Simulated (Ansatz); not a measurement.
# SrO: what changed settings do

All trials start from this Ansatz input:

```yaml
crystal:
  lattice:
    - [0.0, 2.5837846888, 2.5837846888]
    - [2.5837846888, 0.0, 2.5837846888]
    - [2.5837846888, 2.5837846888, 0.0]
  atoms:
    - { symbol: Sr, position: [0.5, 0.5, 0.5] }
    - { symbol: O, position: [0.0, 0.0, 0.0] }
basis:
  ecutwfc: 420
kpoints:
  mp_grid: { grid: [6, 6, 6] }
hamiltonian:
  xc: pbe
scf:
  occupations: { method: gaussian, width: 0.1 }
output:
  forces: true
  stress: true
  eigenvalues: true
```

Command:

```bash
ansatz run input.yaml --threads 1 --pin off --max-ram 1331MiB --backend cpu --events-out ev --progress --plain --runs-dir out
```

The run converges in 7 SCF iterations on 16 irreducible k-points: pressure 1.39 GPa, gap on the sampled k-points 3.32 eV.

Settings here are deliberately varied, not converged. Each trial's input is given as a difference from the reference's; energies are extrapolated to zero smearing where there is one, and pressure is positive in compression.

Question: Trial 1:

```diff
 basis:
-  ecutwfc: 420
+  ecutwfc: 620
 kpoints:
-  mp_grid: { grid: [6, 6, 6] }
+  mp_grid: { grid: [4, 4, 4] }
 hamiltonian:
+  hubbard: { sites: [{ species: O, l: p, u_eff: 1.2 }] }
 scf:
+  mixing: { beta: 0.14, preconditioner: ldos }
+  convergence: { dr2_threshold: "1e-9 eV" }
+  max_iter: 87
```

What does the program give?

Answer: The run converges in 9 SCF iterations on 8 irreducible k-points: pressure 0.91 GPa, gap on the sampled k-points 3.64 eV. It warns that the SCF threshold is loose for the stress. Under a U the state reached may not be the lowest.

Question: Trial 2:

```diff
 kpoints:
-  mp_grid: { grid: [6, 6, 6] }
+  mp_grid: { grid: [3, 1, 6] }
 hamiltonian:
-  xc: pbe
+  xc: lda
 scf:
+  lower_state_search: "off"
+  mixing: { algorithm: msr1, ndim: 4, preconditioner: none }
+  initial_density: { chi_scale: 0, normalization: atom }
+  max_iter: 94
+magnetization:
+  spin_polarized: true
```

What does the program give?

Answer: The run converges in 8 SCF iterations on 10 irreducible k-points: pressure -3.48 GPa, gap on the sampled k-points 3.53 eV, cell moment 0.00 μB. It warns that no starting moments were given; that the mesh lowers the symmetry.

Question: Trial 3:

```diff
 basis:
-  ecutwfc: 420
+  ecutwfc: "41 Ry"
 kpoints:
-  mp_grid: { grid: [6, 6, 6] }
+  mp_grid: { grid: [2, 2, 2] }
 hamiltonian:
-  xc: pbe
+  xc: lda
 scf:
+  mixing: { beta: 0.052 }
+  initial_density: { chi_scale: 0, normalization: atom }
+  eigensolver: { mixed_precision: false }
+  max_iter: 60
```

What does the program give?

Answer: The run converges in 8 SCF iterations on 3 irreducible k-points: pressure -5.17 GPa, gap on the sampled k-points 2.93 eV.